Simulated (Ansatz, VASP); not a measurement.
## One calculation of Cl, two programs

Contents of INCAR:

```
SYSTEM = Cl
PREC = Accurate
ENCUT = 520
EDIFF = 1E-7
ISMEAR = -1
SIGMA = 0.05
LREAL = .False.
LASPH = .True.
NELM = 80
ALGO = Normal
ISIF = 2
LWAVE = .False.
LCHARG = .False.
GGA = PS
NBANDS = 22
```

Contents of KPOINTS:

```
regular mesh
0
Gamma
  7 7 4
  0 0 0
```

Contents of POSCAR:

```
Cl
1.0
    3.2066823265     -2.2941288504      0.0000000000
    3.2066823265      2.2941288504      0.0000000000
    0.0000000000      0.0000000000      8.3710212721
Cl
4
Direct
    0.3700000000      0.6300000000      0.4000000000
    0.1300000000      0.8700000000      0.9000000000
    0.6300000000      0.3700000000      0.6000000000
    0.8700000000      0.1300000000      0.1000000000
```

The input input.yaml:

```yaml
crystal:
  lattice:
    - [3.2066823265, -2.2941288504, 0.0]
    - [3.2066823265, 2.2941288504, 0.0]
    - [0.0, 0.0, 8.3710212721]
  atoms:
    - { symbol: Cl, position: [0.37, 0.63, 0.4] }
    - { symbol: Cl, position: [0.13, 0.87, 0.9] }
    - { symbol: Cl, position: [0.63, 0.37, 0.6] }
    - { symbol: Cl, position: [0.87, 0.13, 0.1] }
kpoints:
  mp_grid: { grid: [7, 7, 4] }
scf:
  occupations: { method: fermi_dirac, width: 0.05 }
hamiltonian:
  xc: pbesol
  pseudopotentials: { kind: all_electron, lapw: { basis_error: 0.001 } }
output:
  forces: true
  stress: true
  eigenvalues: true
```

Change from the starting cell: volume scaled by 1.06.

Alike in both runs: task single point; functional PBEsol; k mesh 7 × 7 × 4; occupations fermi-dirac, width 0.05 eV; no spin polarisation.

|  | VASP | Ansatz |
| --- | --- | --- |
| version | VASP 6.6.1 | Ansatz 0.2.0 |
| potentials or method | VASP PAW PBE potentials, release 64 (Cl) | all-electron LAPW, scalar-relativistic |
| plane-wave cutoff (eV) | 520 | see its input |

|  | VASP | Ansatz | Ansatz less VASP |
| --- | --- | --- | --- |
| gap on the k mesh at the Fermi level (eV) | 2.27 | 2.24 | -0.037 |
| least direct gap on the mesh (eV) | 2.33 | 2.29 | -0.037 |
| pressure (GPa) | -2.4 | -2.1 | +0.25 |
| largest component of the traceless stress (GPa) | 2.37 | 2.17 | -0.195 |
| rms of the force components (eV/Å) | 0.521 | 0.452 | -0.0689 |

Atom by atom the forces differ by 0.069 eV/Å (rms over components). Ansatz ran all-electron here, so the differences hold the error of VASP's frozen core and of both bases.

Caveats: an odd mesh through Γ misses points on the zone boundary, where band edges often lie; the PAW data sets were made with another functional, which shifts forces and pressure a little (VASP).
